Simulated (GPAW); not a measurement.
# MoSe2 (P6_3/mmc) in GPAW: settings compared

One crystal, MoSe2, is run at these levels: PBEsol+D4, PBEint; tasks: relaxation of cell and atoms.

Everything below comes from runs of GPAW 26.7.0. Logs are shortened: lines on timing, memory, paths and dates and some standing lists are left out, and cuts for length are marked. The log counts tension as positive stress, the text compression.

### 1 Starting point

The structure is hexagonal, space group P6_3/mmc (No. 194). Conventional cell: a = 3.288 Å, b = 3.288 Å, c = 12.900 Å, α = 90.00°, β = 90.00°, γ = 120.00°. Mo (site symmetry -6m2) is surrounded by 6 Se at 2.49 Å. Around Se (site symmetry 3m) lie 3 Mo at 2.49 Å.

### 2 Relaxation of cell and atoms, PBEsol+D4, target pressure -1 GPa, at which the enthalpy is minimised

run.py

```python
from ase.calculators.mixing import SumCalculator
from ase.filters import FrechetCellFilter
from ase.io import read, write
from ase.optimize import BFGS
from ase.units import GPa
from dftd4.ase import DFTD4
from gpaw import GPAW, PW, setup_paths

setup_paths.insert(0, '.')

atoms = read('MoSe2.xyz')

calc = GPAW(mode=PW(600),
            xc='PBEsol',
            kpts={'size': (6, 6, 2), 'gamma': True},
            occupations={'name': 'fermi-dirac', 'width': 0.05},
            nbands=46,
            convergence={'density': 1e-05, 'energy': 1e-05},
            maxiter=150,
            txt='gpaw.txt')
atoms.calc = SumCalculator([calc, DFTD4(method='pbesol')])
opt = BFGS(FrechetCellFilter(atoms, scalar_pressure=-1 * GPa), trajectory='relax.traj', logfile='-')
done = opt.run(fmax=0.05, steps=100)
calc.write('gs.gpw')
write('result.traj', atoms)
print('Converged:', done)
print('Cell:', atoms.cell.cellpar().round(4))
print('Volume:', round(atoms.get_volume(), 4))
print(atoms.get_scaled_positions().round(5))
```

MoSe2.xyz

```xyz
6
Lattice="3.2880000000 0.0000000000 0.0000000000 -1.6440000000 2.8474915276 0.0000000000 0.0000000000 0.0000000000 12.9000000000" Properties=species:S:1:pos:R:3 pbc="T T T"
Mo     1.6440000002      0.9491638424      9.6750000000
Mo    -0.0000000002      1.8983276852      3.2250000000
Se     1.6440000002      0.9491638424      4.8375000000
Se    -0.0000000002      1.8983276852     11.2875000000
Se     1.6440000002      0.9491638424      1.6125000000
Se    -0.0000000002      1.8983276852      8.0625000000
```

Potentials or basis: PAW data sets generated in the run's folder for this functional, pw.

Launch:

```bash
> gpaw-setup -f PBEsol Mo Se
> OMP_NUM_THREADS=1 python run.py
```

gpaw.txt:

```text
__  _  _
 | _ |_)|_||  |
 |__||  | ||/\| - 26.7.0

Input parameters:
  mode=PW(ecut=600.0),
  convergence={'density': 1e-05, 'energy': 1e-05},
  kpts=MonkhorstPack(size=(6, 6, 2), gamma=True),
  maxiter=150,
  nbands=46,
  occupations=Occupations(name='fermi-dirac', width=0.05),
  xc=XC(name='PBEsol')

Diagonalizing LCAO Hamiltonian
Converting LCAO to pw mode

        Se

           Mo

        Se

           Se

        Mo

           Se

Atoms  # Å, Bohr magnetons
|   | symbol |         x |        y |         z |    initial magnetic moments |
|---|--------|-----------|----------|-----------|-----------------------------|
| 0 |     Mo |  1.644000 | 0.949164 |  9.675000 | ( 0.0000,  0.0000,  0.0000) |
| 1 |     Mo | -0.000000 | 1.898328 |  3.225000 | ( 0.0000,  0.0000,  0.0000) |
| 2 |     Se |  1.644000 | 0.949164 |  4.837500 | ( 0.0000,  0.0000,  0.0000) |
| 3 |     Se | -0.000000 | 1.898328 | 11.287500 | ( 0.0000,  0.0000,  0.0000) |
| 4 |     Se |  1.644000 | 0.949164 |  1.612500 | ( 0.0000,  0.0000,  0.0000) |
| 5 |     Se | -0.000000 | 1.898328 |  8.062500 | ( 0.0000,  0.0000,  0.0000) |

Unit cell  # Å
| periodic |         x |        y |         z |   lengths |     angles |
|----------|-----------|----------|-----------|-----------|------------|
|      yes |  3.288000 | 0.000000 |  0.000000 |  3.288000 |  90.000000 |
|      yes | -1.644000 | 2.847492 |  0.000000 |  3.288000 |  90.000000 |
|      yes |  0.000000 | 0.000000 | 12.900000 | 12.900000 | 120.000000 |

Number of symmetries: 12
Symmetry operations  # r_c * U_cc + t_c -> r_c
|    | kind |            matrix            |
|----|------|------------------------------|
|  0 |  σ   |  1, 1, 0,  0,-1, 0,  0, 0, 1 |
|  1 |  S6  |  1, 1, 0, -1, 0, 0,  0, 0,-1 |
|  2 |  E   |  1, 0, 0,  0, 1, 0,  0, 0, 1 |
|  3 |  C2  |  1, 0, 0, -1,-1, 0,  0, 0,-1 |
|  4 |  C2  |  0, 1, 0,  1, 0, 0,  0, 0,-1 |
|  5 |  C3  |  0, 1, 0, -1,-1, 0,  0, 0, 1 |
|  6 |  S6  |  0,-1, 0,  1, 1, 0,  0, 0,-1 |
|  7 |  σ   |  0,-1, 0, -1, 0, 0,  0, 0, 1 |
|  8 |  σ   | -1, 0, 0,  1, 1, 0,  0, 0, 1 |
|  9 |  i   | -1, 0, 0,  0,-1, 0,  0, 0,-1 |
| 10 |  C3  | -1,-1, 0,  1, 0, 0,  0, 0, 1 |
| 11 |  C2  | -1,-1, 0,  0, 1, 0,  0, 0,-1 |

BZ-sampling:
  Number of BZ points: 72
  Number of IBZ points: 14

  Monkhorst-Pack size: [6, 6, 2]
  Monkhorst-Pack shift: [0.08333333333333333, 0.08333333333333333, 0.25]

K-points  # in reciprocal-cell coordinates
|     |                                coordinates |     weight |
|-----|--------------------------------------------|------------|
|   0 | (  0.00000000,   0.00000000,   0.00000000) | 0.01388889 |
|   1 | (  0.00000000,   0.00000000,   0.50000000) | 0.01388889 |
|   2 | (  0.16666667,   0.00000000,   0.00000000) | 0.08333333 |
|   3 | (  0.16666667,   0.00000000,   0.50000000) | 0.08333333 |
|   4 | (  0.33333333,  -0.16666667,   0.00000000) | 0.08333333 |
|   5 | (  0.33333333,  -0.16666667,   0.50000000) | 0.08333333 |
|   6 | (  0.33333333,   0.00000000,   0.00000000) | 0.08333333 |
|   7 | (  0.33333333,   0.00000000,   0.50000000) | 0.08333333 |
|   8 | (  0.33333333,   0.33333333,   0.00000000) | 0.02777778 |
|   9 | (  0.33333333,   0.33333333,   0.50000000) | 0.02777778 |
| ... |                                            |            |
[... 182 lines left out ...]
Forces  # eV/Ang
|        x |        y |        z |
|----------|----------|----------|
|  0.00000 |  0.00000 |  0.00002 |  # Mo   0
| -0.00000 |  0.00000 | -0.00002 |  # Mo   1
|  0.00000 | -0.00000 |  0.79644 |  # Se   2
| -0.00000 |  0.00000 |  0.79647 |  # Se   3
|  0.00000 |  0.00000 | -0.79647 |  # Se   4
| -0.00000 |  0.00000 | -0.79644 |  # Se   5

Diagonalizing LCAO Hamiltonian
Converting LCAO to pw mode

        Se

           Mo

        Se

           Se

        Mo

           Se

Atoms  # Å, Bohr magnetons
|   | symbol |        x |        y |         z |    initial magnetic moments |
|---|--------|----------|----------|-----------|-----------------------------|
| 0 |     Mo | 1.644082 | 0.949211 |  9.691893 | ( 0.0000,  0.0000,  0.0000) |
| 1 |     Mo | 0.000000 | 1.898422 |  3.230631 | ( 0.0000,  0.0000,  0.0000) |
| 2 |     Se | 1.644082 | 0.949211 |  4.857526 | ( 0.0000,  0.0000,  0.0000) |
| 3 |     Se | 0.000000 | 1.898422 | 11.318788 | ( 0.0000,  0.0000,  0.0000) |
| 4 |     Se | 1.644082 | 0.949211 |  1.603735 | ( 0.0000,  0.0000,  0.0000) |
| 5 |     Se | 0.000000 | 1.898422 |  8.064997 | ( 0.0000,  0.0000,  0.0000) |

Unit cell  # Å
| periodic |         x |         y |         z |   lengths |     angles |
|----------|-----------|-----------|-----------|-----------|------------|
|      yes |  3.288164 |  0.000000 |  0.000000 |  3.288164 |  90.000000 |
|      yes | -1.644082 |  2.847633 | -0.000000 |  3.288164 |  90.000000 |
|      yes |  0.000000 | -0.000000 | 12.922523 | 12.922523 | 119.999999 |

Number of symmetries: 4
Symmetry operations  # r_c * U_cc + t_c -> r_c
|   | kind |            matrix            |
|---|------|------------------------------|
| 0 |  E   |  1, 0, 0,  0, 1, 0,  0, 0, 1 |
| 1 |  C2  |  0, 1, 0,  1, 0, 0,  0, 0,-1 |
| 2 |  σ   |  0,-1, 0, -1, 0, 0,  0, 0, 1 |
| 3 |  i   | -1, 0, 0,  0,-1, 0,  0, 0,-1 |
[... 443 lines left out ...]
Gap: 0.841 eV
Transition (v -> c):
  (s=0, k=0, n=25, [0.00, 0.00, 0.00]) -> (s=0, k=6, n=26, [0.17, 0.17, 0.00])
Direct/indirect transitions are different
Direct gap: 1.415 eV
Transition at: (s=0, k=16, n=25, [0.33, 0.33, 0.00])

Stress tensor  # eV/Ang^3
|        x |         y |         z |
|----------|-----------|-----------|
| 0.006335 |  0.000000 |  0.000000 |
| 0.000000 |  0.006335 | -0.000000 |
| 0.000000 | -0.000000 | -0.003124 |

Forces  # eV/Ang
|        x |        y |        z |
|----------|----------|----------|
|  0.00000 | -0.00000 | -0.00005 |  # Mo   0
| -0.00000 |  0.00000 |  0.00005 |  # Mo   1
|  0.00000 | -0.00000 |  0.03383 |  # Se   2
| -0.00000 |  0.00000 |  0.03391 |  # Se   3
|  0.00000 | -0.00000 | -0.03391 |  # Se   4
| -0.00000 |  0.00000 | -0.03383 |  # Se   5
[... 11 lines left out ...]
        Mo

           Se

Atoms  # Å, Bohr magnetons
|   | symbol |         x |        y |         z |    initial magnetic moments |
|---|--------|-----------|----------|-----------|-----------------------------|
| 0 |     Mo |  1.641949 | 0.947980 |  9.725013 | ( 0.0000,  0.0000,  0.0000) |
| 1 |     Mo |  0.000000 | 1.895960 |  3.241672 | ( 0.0000,  0.0000,  0.0000) |
| 2 |     Se |  1.641949 | 0.947980 |  4.900513 | ( 0.0000,  0.0000,  0.0000) |
| 3 |     Se |  0.000000 | 1.895960 | 11.383855 | ( 0.0000,  0.0000,  0.0000) |
| 4 |     Se |  1.641949 | 0.947980 |  1.582830 | ( 0.0000,  0.0000,  0.0000) |
| 5 |     Se | -0.000000 | 1.895960 |  8.066172 | ( 0.0000,  0.0000,  0.0000) |

Unit cell  # Å
| periodic |         x |        y |         z |   lengths |     angles |
|----------|-----------|----------|-----------|-----------|------------|
|      yes |  3.283898 | 0.000000 | -0.000000 |  3.283898 |  90.000000 |
|      yes | -1.641949 | 2.843939 |  0.000000 |  3.283898 |  90.000000 |
|      yes | -0.000000 | 0.000000 | 12.966685 | 12.966685 | 119.999997 |
[... 197 lines left out ...]
Gap: 0.840 eV
Transition (v -> c):
  (s=0, k=0, n=25, [0.00, 0.00, 0.00]) -> (s=0, k=6, n=26, [0.17, 0.17, 0.00])
Direct/indirect transitions are different
Direct gap: 1.425 eV
Transition at: (s=0, k=16, n=25, [0.33, 0.33, 0.00])

Stress tensor  # eV/Ang^3
|        x |         y |         z |
|----------|-----------|-----------|
| 0.006132 |  0.000000 |  0.000000 |
| 0.000000 |  0.006132 | -0.000000 |
| 0.000000 | -0.000000 | -0.001073 |

Forces  # eV/Ang
|        x |        y |        z |
|----------|----------|----------|
|  0.00000 | -0.00000 |  0.00001 |  # Mo   0
| -0.00000 |  0.00000 | -0.00001 |  # Mo   1
|  0.00000 | -0.00000 | -0.00650 |  # Se   2
| -0.00000 |  0.00000 | -0.00644 |  # Se   3
|  0.00000 | -0.00000 |  0.00644 |  # Se   4
| -0.00000 |  0.00000 |  0.00650 |  # Se   5
[... 229 lines left out ...]
Gap: 0.840 eV
Transition (v -> c):
  (s=0, k=0, n=25, [0.00, 0.00, 0.00]) -> (s=0, k=6, n=26, [0.17, 0.17, 0.00])
Direct/indirect transitions are different
Direct gap: 1.477 eV
Transition at: (s=0, k=16, n=25, [0.33, 0.33, 0.00])

Stress tensor  # eV/Ang^3
|        x |         y |         z |
|----------|-----------|-----------|
| 0.001357 |  0.000000 |  0.000000 |
| 0.000000 |  0.001357 | -0.000000 |
| 0.000000 | -0.000000 |  0.003953 |

Forces  # eV/Ang
|        x |        y |        z |
|----------|----------|----------|
| -0.00000 |  0.00000 |  0.00013 |  # Mo   0
|  0.00000 | -0.00000 | -0.00013 |  # Mo   1
| -0.00000 |  0.00000 | -0.11332 |  # Se   2
|  0.00000 | -0.00000 | -0.11346 |  # Se   3
| -0.00000 |  0.00000 |  0.11346 |  # Se   4
|  0.00000 | -0.00000 |  0.11332 |  # Se   5
[... 11 lines left out ...]
        Mo

           Se

Atoms  # Å, Bohr magnetons
|   | symbol |         x |        y |         z |    initial magnetic moments |
|---|--------|-----------|----------|-----------|-----------------------------|
| 0 |     Mo |  1.628450 | 0.940186 |  9.712034 | ( 0.0000,  0.0000,  0.0000) |
| 1 |     Mo |  0.000000 | 1.880372 |  3.237346 | ( 0.0000,  0.0000,  0.0000) |
| 2 |     Se |  1.628450 | 0.940186 |  4.910336 | ( 0.0000,  0.0000,  0.0000) |
| 3 |     Se | -0.000000 | 1.880372 | 11.385033 | ( 0.0000,  0.0000,  0.0000) |
| 4 |     Se |  1.628450 | 0.940186 |  1.564347 | ( 0.0000,  0.0000,  0.0000) |
| 5 |     Se |  0.000000 | 1.880372 |  8.039044 | ( 0.0000,  0.0000,  0.0000) |

Unit cell  # Å
| periodic |         x |        y |         z |   lengths |     angles |
|----------|-----------|----------|-----------|-----------|------------|
|      yes |  3.256899 | 0.000000 | -0.000000 |  3.256899 |  89.999999 |
|      yes | -1.628449 | 2.820558 |  0.000000 |  3.256899 |  90.000001 |
|      yes | -0.000000 | 0.000000 | 12.949380 | 12.949380 | 119.999990 |
[... 963 lines left out ...]
Forces  # eV/Ang
|        x |        y |        z |
|----------|----------|----------|
|  0.00000 | -0.00000 | -0.00004 |  # Mo   0
| -0.00000 |  0.00000 |  0.00004 |  # Mo   1
|  0.00000 | -0.00000 |  0.02368 |  # Se   2
| -0.00000 |  0.00000 |  0.02373 |  # Se   3
|  0.00000 | -0.00000 | -0.02373 |  # Se   4
| -0.00000 |  0.00000 | -0.02368 |  # Se   5

# Writing to gs.gpw (mode='')
```

It took 9 min on 1 thread of Intel Xeon Platinum 8488C (Sapphire Rapids), shared host; peak memory 0.39 GiB.

Results:

```
Free energy                                            : -45.5249 eV
Relaxed volume                                         : 19.73 Å³/atom
Relaxed cell                                           : a = 3.252 Å, b = 3.252 Å, c = 12.923 Å, α = 90.00°, β = 90.00°, γ = 120.00°
Space group after relaxing (to 0.05 Å)                 : P6_3/mmc (No. 194)
Energy change on relaxing (the enthalpy is what falls) : -17.1 meV/atom
Ionic steps                                            : 9
Pressure after relaxing                                : -1.0 GPa
Largest force after relaxing                           : 0.036 eV/Å
Band gap on the k mesh                                 : 0.84 eV, indirect (least direct gap 1.51 eV)
Dispersion energy per atom                             : -0.276 eV
```

Forces on the atoms (eV/Å):
```
Mo   0.000  0.000  0.000
Mo   0.000  0.000  0.000
Se   0.000  0.000  0.036
Se   0.000  0.000  0.036
Se   0.000  0.000 -0.036
Se   0.000  0.000 -0.036
```

Step by step:
```csv
step,energy change (eV),largest force (eV/Å),pressure (GPa),volume (Å³)
1,0.0000,0.8092,1.05,120.78
2,-0.0360,0.5402,-0.25,121.00
3,-0.0666,0.0456,-2.55,121.25
4,-0.0700,0.0052,-2.64,121.10
5,-0.0874,0.1019,-2.44,119.89
6,-0.0973,0.0783,-1.80,118.96
7,-0.1017,0.0090,-1.20,118.45
8,-0.1022,0.0177,-1.07,118.41
9,-0.1025,0.0356,-0.99,118.38
```

Final structure:
```
Mo Se
1.0
     3.25239    0.00000    0.00000
    -1.62620    2.81665    0.00000
     0.00000    0.00000   12.92281
Mo Se
2 4
Direct
  0.66667 0.33333 0.75000
  0.33333 0.66667 0.25000
  0.66667 0.33333 0.37905
  0.33333 0.66667 0.87905
  0.66667 0.33333 0.12095
  0.33333 0.66667 0.62095
```

Levels at points of the mesh, in eV from the valence-band top:
```csv
k point,band 23,band 24,band 25,band 26,band 27,band 28,band 29,band 30
"(0.00, 0.00, 0.00)",-1.40,-1.19,-0.81,0.00,2.64,2.64,2.71,2.71
"(0.00, 0.00, 0.50)",-1.42,-1.42,-0.19,-0.19,2.65,2.65,2.65,2.65
"(0.50, 0.00, 0.00)",-1.18,-1.10,-1.04,-0.79,1.69,1.73,1.89,2.28
"(0.50, 0.00, 0.50)",-1.13,-1.13,-0.92,-0.92,1.71,1.71,2.10,2.10
"(0.50, 0.50, 0.00)",-1.18,-1.10,-1.04,-0.79,1.69,1.73,1.89,2.28
"(0.50, 0.50, 0.50)",-1.13,-1.13,-0.92,-0.92,1.71,1.71,2.10,2.10
```

Caveat: the k mesh is coarse; later steps reuse the first step's grids.

### 3 Relaxation of cell and atoms, PBEint

run.py

```python
from ase.filters import FrechetCellFilter
from ase.io import write
from ase.optimize import BFGS
from ase.spacegroup import crystal
from gpaw import GPAW, PW, setup_paths

setup_paths.insert(0, '.')

# Mo 2c
# Se 4f
atoms = crystal(['Mo', 'Se'],
                basis=[[0.6666666667, 0.3333333333, 0.75],
                       [0.6666666667, 0.3333333333, 0.375]],
                spacegroup=194, setting=1,  # P6_3/mmc
                cellpar=[3.288, 3.288, 12.9, 90.0, 90.0, 120.0],
                primitive_cell=True)

calc = GPAW(mode=PW(600),
            xc='GGA_X_PBEINT+GGA_C_PBEINT',
            kpts={'size': (6, 6, 2), 'gamma': True},
            occupations={'name': 'fermi-dirac', 'width': 0.05},
            nbands=46,
            convergence={'density': 1e-06, 'energy': 1e-06, 'eigenstates': 1e-10},
            maxiter=150,
            txt='gpaw.txt')
atoms.calc = calc
opt = BFGS(FrechetCellFilter(atoms), trajectory='relax.traj', logfile='-')
done = opt.run(fmax=0.02, steps=40)
calc.write('gs.gpw')
write('result.traj', atoms)
print('Converged:', done)
print('Cell:', atoms.cell.cellpar().round(4))
print('Volume:', round(atoms.get_volume(), 4))
print(atoms.get_scaled_positions().round(5))
```

Potentials or basis: PAW data sets generated in the run's folder for this functional, pw.

Launch:

```bash
> gpaw-setup -f GGA_X_PBEINT+GGA_C_PBEINT Mo Se
> OMP_NUM_THREADS=1 python run.py
```

It took 10 min on 1 thread of Intel Xeon Platinum 8488C (Sapphire Rapids), shared host; peak memory 0.35 GiB.

The run converged. Its results:

* Free energy: -42.6850 eV
* Relaxed volume: 21.36 Å³/atom
* Relaxed cell: a = 3.278 Å, b = 3.278 Å, c = 13.778 Å, α = 90.00°, β = 90.00°, γ = 120.00°
* Space group after relaxing (to 0.05 Å): P6_3/mmc (No. 194)
* Energy gained by relaxing: 17.4 meV/atom
* Ionic steps: 15
* Pressure after relaxing: 0.0 GPa
* Largest force after relaxing: 0.009 eV/Å
* Band gap on the k mesh: 1.17 eV, indirect (least direct gap 1.49 eV)

Forces in eV/Å, atoms in the order of the input:
```
Mo   0.000  0.000  0.000
Mo   0.000  0.000  0.000
Se   0.000  0.000  0.009
Se   0.000  0.000  0.009
Se   0.000  0.000 -0.009
Se   0.000  0.000 -0.009
```

Stress tensor (GPa, compression positive):
```
0.01 0.00 0.00
0.00 0.01 0.00
0.00 0.00 0.10
```

Step by step:
```csv
step,energy change (eV),largest force (eV/Å),pressure (GPa),volume (Å³)
1,0.0000,0.8493,4.19,120.78
2,-0.0480,0.5350,2.56,121.23
3,-0.0830,0.0092,-0.14,122.01
4,-0.0836,0.0201,-0.26,122.03
5,-0.0855,0.0790,-0.40,121.99
6,-0.0875,0.1083,-0.30,121.84
7,-0.0892,0.0893,0.09,121.62
8,-0.0900,0.0467,0.42,121.53
9,-0.0904,0.0152,0.59,121.55
10,-0.0911,0.0215,0.74,121.70
11,-0.0927,0.0706,0.89,122.16
12,-0.0956,0.1148,0.93,123.22
13,-0.0998,0.1171,0.72,125.00
14,-0.1035,0.0599,0.31,126.97
15,-0.1046,0.0086,0.04,128.18
```

Final structure:
```
Mo Se
1.0
     3.27764    0.00000    0.00000
    -1.63882    2.83852    0.00000
     0.00000    0.00000   13.77773
Mo Se
2 4
Direct
  0.66667 0.33333 0.75000
  0.33333 0.66667 0.25000
  0.66667 0.33333 0.37086
  0.33333 0.66667 0.87086
  0.33333 0.66667 0.62914
  0.66667 0.33333 0.12914
```

Levels at points of the mesh, in eV from the valence-band top:
| k point | band 24 | band 25 | band 26 | band 27 | band 28 | band 29 |
| --- | --- | --- | --- | --- | --- | --- |
| (0.00, 0.00, 0.00) | -1.12 | -0.83 | 0.00 | 2.79 | 2.79 | 2.82 |
| (0.00, 0.00, 0.50) | -1.25 | -0.22 | -0.22 | 2.81 | 2.81 | 2.81 |
| (0.50, 0.50, 0.00) | -0.89 | -0.81 | -0.70 | 1.82 | 1.84 | 2.11 |
| (0.50, 0.50, 0.50) | -0.90 | -0.75 | -0.75 | 1.83 | 1.83 | 2.23 |

Caveat: the k mesh is coarse; later steps reuse the first step's grids.
